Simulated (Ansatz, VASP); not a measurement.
## Two plane-wave programs on Ir

```
Ir
1.0
     0.00000    1.92696    1.92696
     1.92696    0.00000    1.92696
     1.92696    1.92696    0.00000
Ir
1
Direct
  0.00000 0.00000 0.00000
```

Alike in both runs: task single point; functional PBE; k mesh 8 × 8 × 8; occupations gaussian, width 0.1 eV; no spin polarisation.

```csv
,VASP,Ansatz
version,VASP 6.6.1,Ansatz 0.2.0
potentials or method,"VASP PAW PBE potentials, release 64 (Ir)","scalar-relativistic, plane waves, PAW"
plane-wave cutoff (eV),520,420
valence electrons in the cell,9,17
```

```tsv
	VASP	Ansatz	Ansatz less VASP
gap on the k mesh at the Fermi level (eV)	none	none	-
pressure (GPa)	6.6	6.1	-0.55
```

A gap of «none» marks a metal or a gap that the smearing closes. The two sets of potentials don't hold the same shells in valence.

Spin-orbit coupling is left out, which matters for the levels of Ir.
